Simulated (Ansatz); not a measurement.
Ionic part of the dielectric constant of BN at 35 GPa, mode by mode

The calculation used DFT PBE, scalar-relativistic, plane waves, PAW in Ansatz 0.2.0. Settings: 420 eV plane-wave cutoff, Γ-centred 12×12×12 mesh, fixed occupations. No spin polarisation. Phonons by linear response, acoustic sum rule imposed.

The structure is cubic, space group F-43m (No. 216). The conventional cell has a = 3.528 Å, b = 3.528 Å, c = 3.528 Å, α = 90.00°, β = 90.00°, γ = 90.00°. B (site symmetry -43m) has 4 N at 1.53 Å as nearest neighbours. Around N (site symmetry -43m) lie 4 B at 1.53 Å.

Other phases may be more stable at this pressure.

The primitive cell has V = 10.98 Å³ and ε∞,zz = 4.539. Each polar mode adds Δε = (4.92064×10⁷/V)·S/ν² along z, with S its oscillator strength in e²/amu, ν in cm⁻¹ and V in Å³.

Question: From these modes, find each Δε and ε0,zz.
```csv
ν (cm⁻¹),S_zz (e²/amu)
1133.5,0.5768
```

Answer:
```json
{"ν (cm⁻¹)": "1133.5", "Δε": "2.01"}
```

The sum is 2.012, so ε0,zz = 6.55; the run's tensor has 6.55.

Question: Where do the longitudinal modes lie for a wave vector along z?

Answer: At 1362 cm⁻¹. The Lyddane–Sachs–Teller product Π(ν_LO/ν_TO)² = 1.44 matches ε0/ε∞ = 1.44.

Cost: 1 run of about 0.21 core-minutes, on Intel Xeon Platinum 8259CL (Skylake/Cascade Lake) (shared hosts).

At 35 GPa the static response of cubic BN is still mainly electronic: the lattice adds 2.01 to an ε∞ of 4.539. The whole ionic part comes from the one polar optical mode, triply degenerate before the macroscopic field acts, and cubic symmetry makes the zz value hold for every direction. The B–N bond is polar enough to give this mode a sizeable oscillator strength, but short, stiff covalent bonds between light atoms put it at 1133.5 cm⁻¹. Since the contribution falls as the inverse square of the frequency, the stiffness keeps the ionic term modest.

The same polarity lifts the longitudinal branch to 1362 cm⁻¹, because the field set up by the long-wavelength displacement adds a restoring force that the electrons screen only partly. The Lyddane–Sachs–Teller agreement shows that the charges, frequencies and electronic screening are mutually consistent, not that each is accurate. Compression normally hardens this mode and so tends to reduce the ionic term, but a single volume cannot show how far changes in effective charge offset that.
